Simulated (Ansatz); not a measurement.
BaTe, DFT, PBEsol, PAW with Ansatz's default frozen-core files, scalar-relativistic (Ansatz 0.2.0), run on 1 thread of Intel(R) Xeon(R) Platinum 8488C (Sapphire Rapids) on a shared host.

The cell is COD entry 1010423, as deposited and not checked against the literature; nothing was relaxed. It is an old determination, and later ones may differ. The listed cell was then made from it by scaling, straining or moving an atom.

Command: `ansatz run input.yaml --threads 1 --pin off --max-ram 3072MiB --backend cpu --events-out ev --progress --plain --runs-dir out`

```yaml
crystal:
  lattice:
    - [0.0, 3.3403886307, 3.3403886307]
    - [3.3403886307, 0.0, 3.3403886307]
    - [3.3403886307, 3.3403886307, 0.0]
  atoms:
    - { symbol: Ba, position: [0.0, 0.0, 0.0] }
    - { symbol: Te, position: [0.5, 0.5, 0.5] }
kpoints:
  mp_grid: { grid: [10, 10, 10] }
scf:
  occupations: { method: fermi_dirac, width: 0.05 }
hamiltonian:
  xc: pbesol
  pseudopotentials: { kind: paw }
output:
  forces: true
  stress: true
  eigenvalues: true
  efg: { contact_densities: true }
  write_density: true
  write_potential: true
  elf: true
  volumetric_format: npy
```

How large is the problem that the program sets up?

47 irreducible k-points, 1459 plane waves at Γ, 17 bands.

About how long does it take, and how much memory does it use?

5.4 s of wall time for 6 SCF iterations, with a peak of 0.5 GiB. Times on shared machines scatter by tens of per cent.

And the same cell and mesh by crystal-made all-electron datasets, asked for forces, stress, eigenvalues, efg, on the same hardware?

9.3 s, peak memory 0.61 GiB.
